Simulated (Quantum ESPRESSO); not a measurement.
## PbO (Litharge) under changes of volume

One of the cells (19.940 Å³/atom); the others are scaled copies at fixed shape and fractional positions:

```
Pb O
1.0
     3.99000    0.00000    0.00000
     0.00000    3.99000    0.00000
     0.00000    0.00000    5.01000
Pb O
2 2
Direct
  0.50000 0.00000 0.76000
  0.00000 0.50000 0.24000
  0.50000 0.50000 0.00000
  0.00000 0.00000 0.00000
```

| Quantity | Value |
| --- | --- |
| Program | Quantum ESPRESSO 7.5 |
| Functional | LDA |
| Potentials or basis | GBRV 1.5 LDA |
| Cutoff | 612 eV |
| Density cutoff | 4898 eV |
| k mesh | 7 × 7 × 6 |
| Occupations | fermi-dirac, width 0.05 eV |
| Spin | no spin polarisation |

```csv
volume (Å³/atom),energy over the lowest point (meV/atom),pressure (GPa),gap on the mesh (eV),largest force (eV/Å)
18.744,1.52,1.5,1.30,0.208
19.142,0.00,-0.5,1.34,0.091
19.541,?,?,?,?
19.940,10.64,-3.9,1.40,0.623
20.339,21.76,-5.3,1.42,0.860
20.738,36.24,-6.6,1.44,1.077
21.136,53.68,-7.7,1.46,1.284
```

What does the run at 19.541 Å³/atom give?

Energy over the lowest point 3.22 meV/atom; pressure -2.3 GPa; gap on the mesh 1.37 eV; largest force 0.368 eV/Å.

Worked out: A Birch-Murnaghan fit of order 3 (a polynomial in V^(-2/3)) to the other rows has its minimum at 19.06 Å³/atom with B0 = V·E''(V) = 92 GPa and B' = 4.5 at fixed shape and positions, which overstates the stiffness. It gives 3.22 meV/atom at 19.541 Å³/atom, against the run's 3.22, and -dE/dV = -2.2 GPa, against -2.3. A parabola through the other rows of the gap, of slope 1.47 eV per unit of ln V there, gives 1.37 eV, against the run's 1.37.

Energies are extrapolated to zero smearing.

Caveats: spin-orbit coupling is left out, which as a rule narrows the gap of such compounds by several tenths of an eV; an odd mesh through Γ misses points on the zone boundary, where band edges often lie; forces of over 1 eV/Å show positions far from the minimum, so gaps and moduli don't describe the material at rest (some runs).
